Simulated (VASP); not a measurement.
Input of a VASP 6.6.1 run:

Contents of INCAR:

```
PREC = Accurate
ENCUT = 520
EDIFF = 1E-8
ISMEAR = 0
SIGMA = 0.03
LREAL = False
LASPH = True
NELM = 80
ALGO = Normal
ISIF = 2
LWAVE = False
LCHARG = False
GGA = PE
LEPSILON = True
```

File KPOINTS:

```
Automatic mesh
0
Monkhorst-Pack
  14 14 14
```

The input POSCAR:

```
AlP                                     
1.0
    0.0000000000      2.7357031041      2.7357031041
    2.7357031041      0.0000000000      2.7357031041
    2.7357031041      2.7357031041      0.0000000000
  Al              P             
     1     1
Direct
     0.0000000000000000    0.0000000000000000    0.0000000000000000
     0.2500000000000000    0.2500000000000000    0.2500000000000000
```

Potentials or basis: VASP PAW PBE potentials, release 64 (Al, P).

Run with:

```console
$ cat potpaw_PBE.64/Al/POTCAR potpaw_PBE.64/P/POTCAR > POTCAR
$ mpirun -np 1 vasp_std > vasp.out
```

**Question.** What does it give for the electronic dielectric tensor (diagonal)?

**Answer.** 8.11.

**Question.** Predict the Born charges (mean of the diagonal).

**Answer.** Al +2.23; P -2.23 e.

Born effective charge tensors (e):
atom 1, Al
```
2.23 0.00 0.00
0.00 2.23 0.00
0.00 0.00 2.23
```
atom 2, P
```
-2.23  0.00  0.00
 0.00 -2.23  0.00
 0.00  0.00 -2.23
```

**Experimental background.**

From a printed reference work, textbook, for a bulk crystal of AlP: high-frequency dielectric constant 7.56.

Measured high-frequency dielectric constant of AlP: 7.56 (a printed reference work, textbook). This calculation gives 8.11 (+7.3 %).
